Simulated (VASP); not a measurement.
A convergence study with VASP on RuO₂ (rutile): one setting is varied, all else stays as given below, so the limit is that of these other settings. The cell's lengths are 1 % over those of the tabulated start and one atom is moved, so it is off equilibrium.

```
RuO2
1.0
    4.53490     0.00000     0.00000
    0.00000     4.53490     0.00000
    0.00000     0.00000     3.14110
Ru O
2 4
Direct
  0.00000   0.00000   0.00000
  0.50000   0.50000   0.50000
  0.30600   0.30600   0.00000
  0.80600   0.19400   0.50000
  0.19400   0.80600   0.50000
  0.70736   0.69400   0.00000
```

Calculation: PBE GGA, VASP's PBE PAW potentials (set 64) (plane waves; VASP). The tightest run used: 1000 eV cut-off, 8×8×11 Γ-centred mesh, first-order Methfessel-Paxton smearing of 0.10 eV, potentials Ru_pv O.

```csv
setting,E (eV/atom),pressure (GPa),largest force (eV/Å),plane waves
ENCUT = 250,-7.6569,-104.31,0.915,592
ENCUT = 300,-7.5289,-49.40,1.027,784
ENCUT = 350,-7.4566,-22.36,0.963,976
ENCUT = 400,-7.4373,-9.56,0.940,1206
ENCUT = 450,-7.4280,-4.48,0.928,1427
```

Problem. These are the cheaper rows. Estimate the results at ENCUT = 1000, and how far the last row shown lies from them.

Solution. 
| quantity | tightest run | last row shown is off by |
|---|---|---|
| E (eV/atom) | -7.4297 | 0.0017 |
| pressure (GPa) | -2.89 | -1.59 |
| largest force (eV/Å) | 0.928 | 0.001 |

Left out are rungs that failed or repeat a setting and relaxations that didn't move; long series are thinned to 24 rows.

The compound is RuO2 in the rutile structure. The cell was not relaxed at this level, it is distorted from the ideal structure.
